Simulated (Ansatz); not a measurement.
Clusters are cut from relaxed bulk ZnS (P6_3mc, 19.22 Å³/atom, gap on the mesh 2.15 eV) and relaxed in a periodic box with vacuum; the excess energy counts from that bulk. Caps count from half an H2 molecule.

Computed with DFT PBEsol, scalar-relativistic, plane waves, PAW in Ansatz.

Plane waves to 420 eV, a k mesh through Γ of 1×1×1 on the computed 18-atom cell and Gaussian smearing (0.05 eV); no spin polarisation.

Start (Zn3S3H12, sphere cut):

```
Zn S H
1.0
    12.40000    0.00000    0.00000
     0.00000   13.80000    0.00000
     0.00000    0.00000   15.40000
Zn S H
3 3 12
Direct
  0.42376 0.35491 0.41809
  0.57624 0.59222 0.41809
  0.42376 0.51312 0.61968
  0.42376 0.35491 0.56892
  0.57624 0.59222 0.56892
  0.42376 0.51312 0.36733
  0.32184 0.30203 0.38416
  0.52568 0.30203 0.38416
  0.67816 0.53935 0.38416
  0.57624 0.69797 0.38416
  0.32184 0.56599 0.58575
  0.42376 0.51312 0.72033
  0.33499 0.30886 0.59847
  0.51253 0.30886 0.59847
  0.66501 0.54617 0.59847
  0.57624 0.68432 0.59847
  0.33499 0.55917 0.39688
  0.42376 0.51312 0.27967
```

Q: What does the relaxation give?

A: The free energy falls by 159 meV/atom.

* excess energy (eV per host atom): 1.252
* gap on the mesh (eV): 4.35
* highest filled level or Fermi level under vacuum (eV): 6.30

Relaxed structure:
```yaml
crystal:
  lattice:
    - [12.40000, 0.00000, 0.00000]
    - [0.00000, 13.80000, 0.00000]
    - [0.00000, 0.00000, 15.40000]
  atoms:
    - { symbol: Zn, position: [0.38434, 0.30872, 0.39261] }
    - { symbol: Zn, position: [0.59805, 0.64743, 0.39201] }
    - { symbol: Zn, position: [0.44144, 0.50450, 0.69256] }
    - { symbol: S, position: [0.40009, 0.36812, 0.56458] }
    - { symbol: S, position: [0.55456, 0.60216, 0.56426] }
    - { symbol: S, position: [0.46827, 0.48973, 0.35198] }
    - { symbol: H, position: [0.26444, 0.33260, 0.38054] }
    - { symbol: H, position: [0.49585, 0.26018, 0.39138] }
    - { symbol: H, position: [0.70304, 0.58844, 0.38732] }
    - { symbol: H, position: [0.51178, 0.72659, 0.38333] }
    - { symbol: H, position: [0.33675, 0.56029, 0.67278] }
    - { symbol: H, position: [0.53610, 0.45383, 0.73812] }
    - { symbol: H, position: [0.29990, 0.34567, 0.59320] }
    - { symbol: H, position: [0.44324, 0.28533, 0.59665] }
    - { symbol: H, position: [0.65654, 0.60768, 0.59548] }
    - { symbol: H, position: [0.52885, 0.69180, 0.59343] }
    - { symbol: H, position: [0.39174, 0.52960, 0.30037] }
    - { symbol: H, position: [0.52759, 0.45877, 0.28364] }
```

Each run keeps its start's symmetry and one magnetic start, so lower states can exist.

It took 2 min on 4 threads of Arm Neoverse V1 (shared host), peak memory 1.5 GiB.